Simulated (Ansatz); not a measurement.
Write the native input for Ansatz 0.2.0 that does the following.

* Task: relaxation of cell and atoms
* Functional: BLYP
* Dispersion: D3(BJ)
* Potentials or basis: all-electron LAPW, scalar-relativistic
* Basis error allowed: 0.001 eV/atom
* k mesh: 9 × 9 × 5
* Occupations: fermi-dirac, width 0.05 eV
* Spin: no spin polarisation

The system is Zr.

```
Zr
1.0
     3.23200    0.00000    0.00000
    -1.61600    2.79899    0.00000
     0.00000    0.00000    5.14700
Zr
2
Direct
  0.66667 0.33333 0.75000
  0.33333 0.66667 0.25000
```

One way to write it, as run:

input.yaml

```yaml
crystal:
  lattice:
    - [3.232, 0.0, 0.0]
    - [-1.616, 2.798994105, 0.0]
    - [0.0, 0.0, 5.147]
  atoms:
    - { symbol: Zr, position: [0.6666666667, 0.3333333333, 0.75] }
    - { symbol: Zr, position: [0.3333333333, 0.6666666667, 0.25] }
kpoints:
  mp_grid: { grid: [9, 9, 5] }
scf:
  occupations: { method: fermi_dirac, width: 0.05 }
hamiltonian:
  xc: blyp
  dispersion: d3bj
  pseudopotentials: { kind: all_electron, lapw: { basis_error: 0.001 } }
output:
  forces: true
  stress: true
relax:
  f_tol: 0.02
  max_steps: 60
  cell: {}
```

Potentials or basis: all-electron LAPW, scalar-relativistic.

Command:

```console
$ ansatz run input.yaml --threads 1 --pin off --max-ram 3072MiB --backend cpu --events-out ev --progress --plain --runs-dir out
```

It gave:

```yaml
Relaxed_volume: 21.81 Å³/atom
Relaxed_cell: a = 3.142 Å, b = 3.142 Å, c = 5.103 Å, α = 90.00°, β = 90.00°, γ = 120.00°
Space_group_after_relaxing_to_0.05_Å: P6_3/mmc (No. 194)
Energy_gained_by_relaxing: 28.3 meV/atom
Ionic_steps: 6
Pressure_after_relaxing: 0.0 GPa
```

Run time: 35 s on 1 thread of Arm Neoverse V1 (shared host), peak memory 0.29 GiB.
